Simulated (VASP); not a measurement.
# What goes wrong when the modes of InP are computed with a bad input, part 2 of 2

Aim: see how common mistakes in a phonon run show up, on InP. The starting structure is a measured crystal structure from the Crystallography Open Database.

VASP 6.6.1.

Results so far: reference T2 303.1 cm⁻¹.

**3. Modes with finite displacements, else as the reference**

Level of this step: LDA; plane waves and PAW (In_d, P) (VASP).

Against step 2 the input has IBRION = 6, NFREE = 2, POTIM = 0.015 and no LEPSILON (also changed: NSW).

File INCAR:

```
SYSTEM = InP
PREC = Accurate
ENCUT = 450
EDIFF = 1E-08
NELM = 100
ISMEAR = 0
SIGMA = 0.03
LREAL = .FALSE.
ALGO = Normal
GGA = CA
NBANDS = 15
LORBIT = 11
LWAVE = .FALSE.
LCHARG = .FALSE.
KPAR = 2
IBRION = 6
NFREE = 2
POTIM = 0.015
NSW = 1
ISIF = 2
```

File POSCAR:

```
InP
1.0
    0.0000000000      2.9142325403      2.9142325403
    2.9142325403      0.0000000000      2.9142325403
    2.9142325403      2.9142325403      0.0000000000
In P
1 1
Direct
    0.0000000000      0.0000000000      0.0000000000
    0.7500000000      0.7500000000      0.7500000000
```

File KPOINTS:

```
Automatic mesh
0
Gamma
6 6 6
0 0 0
```

The projector-augmented-wave data sets are In_d and P (LDA family, release 64).

Command:

```sh
mpirun -np 2 vasp_std
```

The log of the run:

```text
[... set-up lines as in an earlier step ...]
 entering main loop
       N       E                     dE             d eps       ncg     rms          rms(c)
[... 16 cycles as in an earlier step ...]
   1 F= -.96599438E+01 E0= -.96599438E+01  d E =-.926054E-12
[...]
2 F= -.96590102E+01 E0= -.96590102E+01  d E =-.114260E-21
[...]
3 F= -.96590102E+01 E0= -.96590102E+01  d E =-.114589E-21
[...]
4 F= -.96590173E+01 E0= -.96590173E+01  d E =-.116242E-21
[...]
5 F= -.96590173E+01 E0= -.96590173E+01  d E =-.116453E-21
 Finite differences progress:
  Degree of freedom:   2/  2
  Displacement:        2/  2
  Total:               4/  4
```

It took 57 s on 2 MPI ranks of AMD EPYC 7R43, shared host; peak memory 0.29 GiB; 1.9 min of CPU time.

Parts of OUTCAR (step 3):

```text
  Total       -0.0005255      0.0021054      0.0021054      0.0000000     -0.1237299      0.0000000
  in kB       -0.0170105      0.0681453      0.0681453      0.0000000     -4.0048174      0.0000000
  external PRESSURE =       0.0397600 kB  Pullay stress =       0.0000000 kB

 POSITION                                       TOTAL-FORCE (eV/Angst)
 -----------------------------------------------------------------------------------
      0.00000      0.00000      0.00000        -0.123505      0.000000      0.000000
      4.35635      4.37135      4.37135         0.123505      0.000000      0.000000
 -----------------------------------------------------------------------------------
    total drift:                               -0.000029     -0.000000     -0.000000

  FREE ENERGIE OF THE ION-ELECTRON SYSTEM (eV)
  ---------------------------------------------------
  free  energy   TOTEN  =        -9.6590172646 eV

  energy  without entropy=       -9.6590172646  energy(sigma->0) =       -9.65901726

[... 2 parts as in an earlier step ...]

[... 1 further part left out ...]
[key lines of the parts left out:]
E-fermi :   5.4228
```

The last energy, forces and stress in OUTCAR belong to the last displaced cell, not to that of POSCAR.

With finite displacements, else as the reference the mode is T2 303.1 cm⁻¹, as with the reference.

**4. Modes with a structure that was not relaxed**

A slip made on purpose: a structure that was not relaxed. Against step 2 the input has another starting structure (also changed: NELM).

Changes to INCAR since step 3:

```diff
@@ -4,3 +4,3 @@
 EDIFF = 1E-08
-NELM = 100
+NELM = 60
 ISMEAR = 0
@@ -15,6 +15,4 @@
 KPAR = 2
-IBRION = 6
-NFREE = 2
-POTIM = 0.015
-NSW = 1
+IBRION = 8
+LEPSILON = .TRUE.
 ISIF = 2
```

File POSCAR:

```
InP
1.0
    0.0000000000      2.9343500000      2.9343500000
    2.9343500000      0.0000000000      2.9343500000
    2.9343500000      2.9343500000      0.0000000000
In P
1 1
Direct
    0.0000000000      0.0000000000      0.0000000000
    0.7500000000      0.7500000000      0.7500000000
```

KPOINTS is that of step 3.

Command:

```sh
mpirun -np 2 vasp_std
```

The log of the run:

```text
[... set-up lines as in an earlier step ...]
 entering main loop
       N       E                     dE             d eps       ncg     rms          rms(c)
DAV:   1     0.103075083555E+03    0.10308E+03   -0.76933E+03   480   0.118E+03
DAV:   2    -0.284423813565E+01   -0.10592E+03   -0.10114E+03   494   0.279E+02
DAV:   3    -0.990877565293E+01   -0.70645E+01   -0.70249E+01   634   0.765E+01
DAV:   4    -0.100847879584E+02   -0.17601E+00   -0.17595E+00   595   0.131E+01
[...]
DAV:  13    -0.965542219136E+01    0.29875E-07   -0.39567E-07   641   0.346E-03    0.994E-03
DAV:  14    -0.965542216785E+01    0.23510E-07   -0.42177E-08   585   0.311E-03    0.266E-03
DAV:  15    -0.965542216056E+01    0.72901E-08   -0.28721E-08   599   0.154E-03
   1 F= -.96554222E+01 E0= -.96554222E+01  d E =-.541871E-23
 Linear response reoptimize wavefunctions to high precision
DAV:   1    -0.965542216068E+01   -0.12733E-09   -0.14009E-09   539   0.245E-04
DAV:   2    -0.965542216077E+01   -0.82082E-10   -0.47382E-11   380   0.657E-05
 Linear response G [H, r] |phi>, progress :
  Direction:   1
[...]
RMM:  25    -0.236972873734E+00   -0.75997E-08   -0.10831E-09  1085   0.156E-05    0.439E-07
 first order change of Fermi-energy   0.21873E-04
 force on displaced ion       1 direction 1 :  -7.850   0.000   0.000
 Born effective charge ion    1 direction 1 :   2.621   0.000   0.000
 Linear response progress:
  Degree of freedom:   2/  2
       N       E                     dE             d eps       ncg     rms          rms(c)
RMM:   1    -0.500441094396E-01   -0.50044E-01    0.36262E-02  2913   0.181E+00
RMM:   2    -0.482812488377E-01    0.17629E-02   -0.42096E-04  2266   0.633E-01    0.150E-01
RMM:   3    -0.488188607209E-01   -0.53761E-03   -0.15581E-03  2545   0.268E-01    0.579E-02
RMM:   4    -0.490559030775E-01   -0.23704E-03   -0.22236E-04  2591   0.103E-01    0.179E-02
[...]
RMM:  14    -0.490758358075E-01   -0.26548E-07   -0.67823E-09  2114   0.775E-06    0.832E-06
RMM:  15    -0.490758175766E-01    0.18231E-07    0.16371E-09  1672   0.507E-06    0.281E-06
RMM:  16    -0.490758236729E-01   -0.60963E-08    0.26727E-09  1135   0.399E-06    0.115E-06
 first order change of Fermi-energy   0.15122E-03
 force on displaced ion       2 direction 1 :  -7.809   0.000   0.000
 Born effective charge ion    2 direction 1 :  -3.266   0.000   0.000
 Born effective charges drift removed
 Linear response finished
```

It took 3.8 min on 2 MPI ranks; peak memory 0.34 GiB.

From OUTCAR (step 4):

```text
  Total       -0.4440390     -0.4440390     -0.4440390      0.0000000     -0.0000000     -0.0000000
  in kB      -14.0788110    -14.0788110    -14.0788110      0.0000000     -0.0000000     -0.0000000
  external PRESSURE =     -14.0788110 kB  Pullay stress =       0.0000000 kB

 POSITION                                       TOTAL-FORCE (eV/Angst)
 -----------------------------------------------------------------------------------
      0.00000      0.00000      0.00000         0.000000      0.000000      0.000000
      4.40152      4.40152      4.40152        -0.000000     -0.000000     -0.000000
 -----------------------------------------------------------------------------------
    total drift:                               -0.000000     -0.000000     -0.000000

 MACROSCOPIC STATIC DIELECTRIC TENSOR (including local field effects in DFT)
 ------------------------------------------------------
          39.976604     0.000000    -0.000000
          -0.000000    39.976604     0.000000
           0.000000     0.000000    39.976604
 ------------------------------------------------------

 MACROSCOPIC STATIC DIELECTRIC TENSOR IONIC CONTRIBUTION
 ------------------------------------------------------
           3.971903     0.000000     0.000000
           0.000000     3.971903    -0.000000
           0.000000    -0.000000     3.971903
 ------------------------------------------------------

[... 1 part as in an earlier step ...]

[... 1 further part left out ...]
```

With a structure that was not relaxed the mode is T2 295.2 cm⁻¹, -7.9 cm⁻¹ from the reference.

**5. Modes with a k mesh far too coarse**

A slip made on purpose: a k mesh far too coarse. Against step 2 the input has a 2×2×2 mesh (also changed: NELM and KPAR).

Changes to INCAR since step 4:

```diff
@@ -14,3 +14,2 @@
 LCHARG = .FALSE.
-KPAR = 2
 IBRION = 8
```

File POSCAR:

```
InP
1.0
    0.0000000000      2.9142325403      2.9142325403
    2.9142325403      0.0000000000      2.9142325403
    2.9142325403      2.9142325403      0.0000000000
In P
1 1
Direct
    0.0000000000      0.0000000000      0.0000000000
    0.7500000000      0.7500000000      0.7500000000
```

File KPOINTS:

```
Automatic mesh
0
Gamma
2 2 2
0 0 0
```

Command:

```sh
mpirun -np 2 vasp_std
```

The log of the run:

```text
[banner, memory and clock lines left out]
running    2 mpi-ranks, on    1 nodes
[...]
LDA part: xc-table for (Slater(with rela. corr.)+CA(PZ))
 , standard interpolation
|                                                                             |
|           W    W    AA    RRRRR   N    N  II  N    N   GGGG   !!!           |
|           W    W   A  A   R    R  NN   N  II  NN   N  G    G  !!!           |
|           W    W  A    A  R    R  N N  N  II  N N  N  G       !!!           |
|           W WW W  AAAAAA  RRRRR   N  N N  II  N  N N  G  GGG   !            |
|           WW  WW  A    A  R   R   N   NN  II  N   NN  G    G                |
|           W    W  A    A  R    R  N    N  II  N    N   GGGG   !!!           |
|                                                                             |
|     The number of bands has been changed from the values supplied in        |
|     The orbitals not found in the WAVECAR file will be initialized with     |
|     random numbers, which is usually adequate. For correlated               |
[...]
RMM:  25    -0.236450584002E+00    0.34477E-08   -0.19283E-08    83   0.866E-07    0.172E-07
 first order change of Fermi-energy  -0.15280E-01
 force on displaced ion       1 direction 1 :  -8.773   0.000   0.000
 Born effective charge ion    1 direction 1 :   4.459   0.000   0.000
 Linear response progress:
  Degree of freedom:   2/  2
       N       E                     dE             d eps       ncg     rms          rms(c)
RMM:   1    -0.505321186944E-01   -0.50532E-01    0.45506E-02   342   0.176E+00
RMM:   2    -0.507089018616E-01   -0.17678E-03    0.58045E-04   267   0.567E-01    0.172E-01
RMM:   3    -0.513206232185E-01   -0.61172E-03   -0.12936E-03   305   0.222E-01    0.725E-02
RMM:   4    -0.516613417092E-01   -0.34072E-03   -0.16535E-04   311   0.975E-02    0.227E-02
[...]
RMM:  10    -0.517046500077E-01    0.18307E-07    0.42274E-07   324   0.213E-04    0.602E-05
RMM:  11    -0.517046200058E-01    0.30002E-07    0.32199E-07   342   0.923E-05    0.313E-05
RMM:  12    -0.517046256110E-01   -0.56052E-08   -0.41595E-08   330   0.476E-05    0.181E-05
 first order change of Fermi-energy   0.15280E-01
 force on displaced ion       2 direction 1 :  -8.743  -0.000  -0.000
 Born effective charge ion    2 direction 1 : -21.574   0.000   0.000
 Born effective charges drift removed
 Linear response finished
```

The job ended after 44 s (2 MPI ranks; peak memory 0.22 GiB).

OUTCAR, selected parts (step 5):

```text
  Total        1.2672983      1.2672983      1.2672983      0.0000000     -0.0000000      0.0000000
  in kB       41.0191659     41.0191659     41.0191659      0.0000000     -0.0000000      0.0000000
  external PRESSURE =      41.0191659 kB  Pullay stress =       0.0000000 kB

 POSITION                                       TOTAL-FORCE (eV/Angst)
 -----------------------------------------------------------------------------------
      0.00000      0.00000      0.00000         0.000000      0.000000      0.000000
      4.37135      4.37135      4.37135        -0.000000     -0.000000     -0.000000
 -----------------------------------------------------------------------------------
    total drift:                                0.000000      0.000000      0.000000

 MACROSCOPIC STATIC DIELECTRIC TENSOR (including local field effects in DFT)
 ------------------------------------------------------
         802.577280     0.000000    -0.000000
          -0.000000   802.577280    -0.000000
           0.000000    -0.000000   802.577280
 ------------------------------------------------------

 MACROSCOPIC STATIC DIELECTRIC TENSOR IONIC CONTRIBUTION
 ------------------------------------------------------
          70.581417    -0.000000    -0.000000
          -0.000000    70.581417    -0.000000
          -0.000000    -0.000000    70.581417
 ------------------------------------------------------

[... 1 part as in an earlier step ...]

[... 1 further part left out ...]
```

With a k mesh far too coarse the mode is T2 312.3 cm⁻¹, +9.2 cm⁻¹ from the reference.

**6. Modes with a displacement typed far too large**

A slip made on purpose: a displacement typed far too large. Against step 2 the input has IBRION = 6, NFREE = 2, POTIM = 0.25 and no LEPSILON (also changed: NELM and NSW).

Changes to INCAR since step 5:

```diff
@@ -14,4 +14,7 @@
 LCHARG = .FALSE.
-IBRION = 8
-LEPSILON = .TRUE.
+KPAR = 2
+IBRION = 6
+NFREE = 2
+POTIM = 0.25
+NSW = 1
 ISIF = 2
```

POSCAR is that of step 5.

File KPOINTS:

```
Automatic mesh
0
Gamma
6 6 6
0 0 0
```

Command:

```sh
mpirun -np 2 vasp_std
```

The log of the run:

```text
[... set-up lines as in an earlier step ...]
 entering main loop
       N       E                     dE             d eps       ncg     rms          rms(c)
[... 16 cycles as in an earlier step ...]
   1 F= -.96599438E+01 E0= -.96599438E+01  d E =-.926054E-12
[...]
2 F= -.96590102E+01 E0= -.96590102E+01  d E =-.114260E-21
[...]
3 F= -.96590102E+01 E0= -.96590102E+01  d E =-.114589E-21
[...]
4 F= -.96590173E+01 E0= -.96590173E+01  d E =-.116242E-21
[...]
5 F= -.96590173E+01 E0= -.96590173E+01  d E =-.116453E-21
 Finite differences progress:
  Degree of freedom:   2/  2
  Displacement:        2/  2
  Total:               4/  4
```

It took 50 s on 2 MPI ranks; peak memory 0.29 GiB; 98 s of CPU time.

Parts of OUTCAR (step 6):

```text
[... 6 parts as in an earlier step ...]

[... 1 further part left out ...]
[key lines of the parts left out:]
E-fermi :   5.4228
```

With a displacement typed far too large the mode is T2 303.1 cm⁻¹, as with finite displacements, else as the reference.

**7. Modes with perturbation theory asked for with a meta-GGA**

A slip made on purpose: perturbation theory asked for with a meta-GGA. Against step 2 the input has METAGGA = R2SCAN, LASPH = .TRUE. and no GGA (also changed: NELM).

Changes to INCAR since step 6:

```diff
@@ -9,3 +9,2 @@
 ALGO = Normal
-GGA = CA
 NBANDS = 15
@@ -15,6 +14,6 @@
 KPAR = 2
-IBRION = 6
-NFREE = 2
-POTIM = 0.25
-NSW = 1
+IBRION = 8
+LEPSILON = .TRUE.
 ISIF = 2
+METAGGA = R2SCAN
+LASPH = .TRUE.
```

POSCAR is that of step 6.

KPOINTS is that of step 6.

Command:

```sh
mpirun -np 2 vasp_std
```

The log of the run:

```text
[banner, memory and clock lines left out]
running    2 mpi-ranks, on    1 nodes
[...]
|                                                                             |
|               ----> ADVICE to this user running VASP <----                  |
|                                                                             |
|     You enforced a specific xc type in the INCAR file but a different       |
|     [... a line on the potential file left out ...]
|     I HOPE YOU KNOW WHAT YOU ARE DOING!                                     |
|                                                                             |

 LDA part: xc-table for (None), standard interpolation
 POSCAR, INCAR and KPOINTS ok, starting setup
[...]
entering main loop
       N       E                     dE             d eps       ncg     rms          rms(c)
DAV:   1    -0.306904121349E+03   -0.30690E+03   -0.78269E+03   487   0.124E+03
DAV:   2    -0.415776696707E+03   -0.10887E+03   -0.10440E+03   522   0.294E+02
[...]
1 F= -.41916232E+03 E0= -.41916232E+03  d E =-.219141E-14
|                                                                             |
|     EEEEEEE  RRRRRR   RRRRRR   OOOOOOO  RRRRRR      ###     ###     ###     |
|     E        R     R  R     R  O     O  R     R     ###     ###     ###     |
|     E        R     R  R     R  O     O  R     R     ###     ###     ###     |
|     EEEEE    RRRRRR   RRRRRR   O     O  RRRRRR       #       #       #      |
|     E        R   R    R   R    O     O  R   R                               |
|     E        R    R   R    R   O     O  R    R      ###     ###     ###     |
|     EEEEEEE  R     R  R     R  OOOOOOO  R     R     ###     ###     ###     |
|                                                                             |
|     You have switched on METAGGA and linear-response routines. This         |
|     combination is currently not supported. If you have selected            |
|     LEPSILON=.TRUE., you can try using LCALCEPS=.TRUE. instead. In all      |
|     other cases, VASP will stop. SOOO sorry...                              |
|                                                                             |
|       ---->  I REFUSE TO CONTINUE WITH THIS SICK JOB ... BYE!!! <----       |
|                                                                             |

1
1
```

Wall time 62 s (2 MPI ranks).

VASP stopped with this message: “You have switched on METAGGA and linear-response routines. This combination is currently not supported. If you have selected LEPSILON=.TRUE., you can try using LCALCEPS=.TRUE. instead”.

**8. The runs compared**

| run | ended | T2 | method | core minutes |
| --- | --- | --- | --- | --- |
| reference | converged | 303.1 | perturbation theory | 10.7 |
| finite displacements, else as the reference | converged | 303.1 | finite displacements | 1.9 |
| a structure that was not relaxed | converged | 295.2 | perturbation theory | 7.64 |
| a k mesh far too coarse | converged | 312.3 | perturbation theory | 1.47 |
| a displacement typed far too large | converged | 303.1 | finite displacements | 1.67 |
| perturbation theory asked for with a meta-GGA | stopped by VASP | - | perturbation theory | 2.07 |

Modes are in cm⁻¹, degenerate ones as one, matched between runs by symmetry and order. A number in brackets counts the listed modes of one symmetry from the lowest. The symmetry labels come from an automatic analysis and can be wrong where levels nearly coincide. Core minutes are wall time times ranks of the run shown, on a shared host.

**9. Outcome**

| Property | Result |
| --- | --- |
| T2, reference | 303.1 cm⁻¹ |
| T2, finite displacements, else as the reference | 303.1 cm⁻¹ |
| T2, a structure that was not relaxed | 295.2 cm⁻¹ |
| T2, a k mesh far too coarse | 312.3 cm⁻¹ |
| T2, a displacement typed far too large | 303.1 cm⁻¹ |
| run with perturbation theory asked for with a meta-GGA | stopped by VASP |

**Reading.** VASP stopped by itself in the run with perturbation theory asked for with a meta-GGA. Finished, but with signs in the output that stand out against the reference: a structure that was not relaxed, with modes off by up to -7.9 cm⁻¹, in T2 (signs: a pressure of -1.4 GPa on the undisplaced cell); a k mesh far too coarse, with modes off by up to +9 cm⁻¹, in T2 (signs: a pressure of 4.1 GPa on the undisplaced cell). The displacement typed far too large never took effect: VASP put its default in its place. Runs with finite displacements are held against the sound run of that kind. The dielectric constants and Born charges in the logs aren't compared here; at a small gap they can be far off, and in a run without a gap they mean nothing. The frequencies are harmonic, and the splitting of polar modes by their long-range field is left out. Further runs on this material are not shown.

[Lines on the potential files, build, host, timing and source positions are cut from VASP's logs without a mark.]

[Logs are printed without paths, hosts, clocks, repeated set-up lines and the standing remarks that a program may print on its own settings, such as how far it seeks lower states.]

[Hosts, paths, dates, database ids (printed as entryN), source tags and the programs' standing remarks are cut or masked in the printed files.]
